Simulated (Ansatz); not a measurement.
KI, space group Cmcm, a single point from an input typed as a dict

With Ansatz's Python interface.

The cells in order, each with its output:

```python
from collections import Counter

import ansatz
```

```python
inputs = {
    "crystal": {
        "lattice": [[2.51266, -4.255227, 0.0], [2.51266, 4.255227, 0.0], [0.0, 0.0, 8.676589]],
        "atoms": [
            {"symbol": "K", "position": [0.5, 0.5, 0.5]},
            {"symbol": "K", "position": [0.5, 0.5, 0.0]},
            {"symbol": "I", "position": [0.84023, 0.15977, 0.25]},
            {"symbol": "I", "position": [0.15977, 0.84023, 0.75]},
        ],
    },
    "kpoints": {"mp_grid": {"grid": [4, 4, 2]}},
    "hamiltonian": {"xc": "pbesol"},
    "scf": {"occupations": {"method": "fixed"}},
    "basis": {"ecutwfc": "600 eV"},
    "output": {"stress": True, "eigenvalues": True},
}
```

```python
outcome = ansatz.Session.from_dict(inputs).plan(threads=1).execute()
rep = outcome.report
```

    

```python
rep["free_energy_ev"]
```

    -17902.401467524956

```python
rep["kpoints_frac"][:4]
```

    [[0.0, 0.0, 0.0], [0.0, 0.0, -0.5], [0.0, 0.25, 0.0], [0.0, 0.25, -0.5]]

```python
rep["n_iterations"], rep["closed_by"]
```

    (6, 'deck_thresholds')

```python
print("%-22s %14.5f eV" % ("F = E - TS", rep["free_energy_ev"]))
print("%-22s %14.5f eV" % ("E", rep["internal_energy_ev"]))
print("%-22s %14.5f eV" % ("Harris-Foulkes", rep["harris_foulkes_ev"]))
print("%-22s %14.5f eV" % ("Fermi level", rep["fermi_energy_ev"]))
```

    F = E - TS               -17902.40147 eV
    E                        -17902.40147 eV
    Harris-Foulkes           -17902.40147 eV
    Fermi level                   1.89118 eV

```python
edges = rep.get("band_edges_ev")
if edges:
    print(f"band edges on the mesh: {edges[0]:.3f} and {edges[1]:.3f} eV, gap {edges[1] - edges[0]:.3f} eV")
else:
    print("no band edges reported (a metal, or a gap too narrow for this smearing); Fermi level", round(rep["fermi_energy_ev"], 3), "eV")
```

    band edges on the mesh: 1.891 and 5.505 eV, gap 3.614 eV

```python
told = Counter((n["data"]["severity"], n["data"]["kind"]) for n in outcome.notices if n["event"] == "notice")
for (severity, kind), count in sorted(told.items()):
    print(f"{severity:8s} {kind} x{count}")
```

    audit    band_cg_iterations x1
    audit    loop_bands_changed x1
    audit    preconditioner_resolved x1

Notes:
- These settings explore the input space; cutoff and mesh may be short of convergence.
- Semilocal gaps usually lie well under measured ones.
- Under fixed occupations the level called the Fermi level is the highest filled one on the SCF mesh; off the mesh a filled band can lie a little above it.
- Only differences from the Fermi energy are physical; the zero of the scale is a convention.
- This cell is a computed structure, which may not be the phase found in nature.
- Gaps and levels are Kohn-Sham values on a finite set of k-points, without spin-orbit coupling.
- Timing: 6.9 s on 1 thread of Arm Neoverse V1 (shared host), peak memory 0.52 GiB.

(Lines on the test bed's own set-up are left out of the output.)
